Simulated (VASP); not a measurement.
## Sb: single point with PBE

Sb:

```
CELL_PARAMETERS angstrom
0.00000 2.37124 2.37124
2.37124 0.00000 2.37124
2.37124 2.37124 0.00000
ATOMIC_POSITIONS crystal
Sb 0.00000 0.00000 0.00000
```

This isn't the form of Sb at room conditions, which is rhombohedral.

| Property | Result |
| --- | --- |
| Program | VASP 6.6.1 |
| Task | single point |
| Functional | PBE |
| Potentials or basis | VASP PAW PBE potentials, release 64 (Sb_d_GW) |
| Cutoff | 400 eV |
| k mesh | 4 × 4 × 4 |
| Occupations | gaussian, width 0.02 eV |
| Spin | no spin polarisation |
| Further INCAR settings | ALGO = Normal; EDIFF = 1e-07 |

```yaml
Pressure: 0.1 GPa
Band_gap_on_the_k_mesh: none (metal or under the smearing width)
```

Levels at points of the mesh, in eV from the Fermi level:
| k point | band 4 | band 5 | band 6 | band 7 | band 8 | band 9 | band 10 | band 11 |
| --- | --- | --- | --- | --- | --- | --- | --- | --- |
| (0.00, 0.00, 0.00) | -28.61 | -28.61 | -12.28 | 6.10 | 6.10 | 6.10 | 11.01 | 11.29 |
| (0.50, 0.00, 0.00) | -28.56 | -28.56 | -8.47 | -5.15 | 4.39 | 4.39 | 9.16 | 10.26 |
| (0.50, 0.50, 0.00) | -28.55 | -28.55 | -6.83 | -4.25 | 1.10 | 1.10 | 4.92 | 5.41 |

It took 9 s on 1 thread of AMD EPYC 7571, with other jobs on the host, peak memory 0.11 GiB.

Caveat: the k mesh is coarse (spacing up to 0.57 Å⁻¹), so the values aren't converged. The run has no spin-orbit coupling, so splittings on Sb are missing.
